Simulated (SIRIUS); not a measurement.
Crystal: Cu.

```
CELL_PARAMETERS angstrom
0.00000 1.80750 1.80750
1.80750 0.00000 1.80750
1.80750 1.80750 0.00000
ATOMIC_POSITIONS crystal
Cu 0.00000 0.00000 0.00000
```

Base run:

```yaml
Program: SIRIUS 7.12.0
Functional: revPBE
Potentials_or_basis: PseudoDojo 0.4.1 PBE standard (scalar relativistic)
Cutoff: 1254 eV
Density_cutoff: 5016 eV
k_mesh: 13 × 13 × 13
Occupations: fermi-dirac, width 0.05 eV
Spin: no spin polarisation
```

Its results: band gap on the k mesh none (metal or under the smearing width); pressure 5.7 GPa.

After a change of settings the same cell gave: band gap on the k mesh none (metal or under the smearing width); pressure 7.3 GPa. Which change was it?
A. functional from revPBE to PBEsol; libxc names from ["XC_GGA_X_PBE_R", "XC_GGA_C_PBE"] to ["XC_GGA_X_PBE_SOL", "XC_GGA_C_PBE_SOL"]
B. functional from revPBE to RPBE; libxc names from ["XC_GGA_X_PBE_R", "XC_GGA_C_PBE"] to ["XC_GGA_X_RPBE", "XC_GGA_C_PBE"]
C. functional from revPBE to RGE2; libxc names from ["XC_GGA_X_PBE_R", "XC_GGA_C_PBE"] to ["XC_GGA_X_RGE2", "XC_GGA_C_RGE2"]
D. functional from revPBE to LDA; libxc names from ["XC_GGA_X_PBE_R", "XC_GGA_C_PBE"] to ["XC_LDA_X", "XC_LDA_C_PW"]

B.

Caveats: the potentials were made for another functional, which shifts forces and pressure.

Runs at the PBE level aren't shown here.
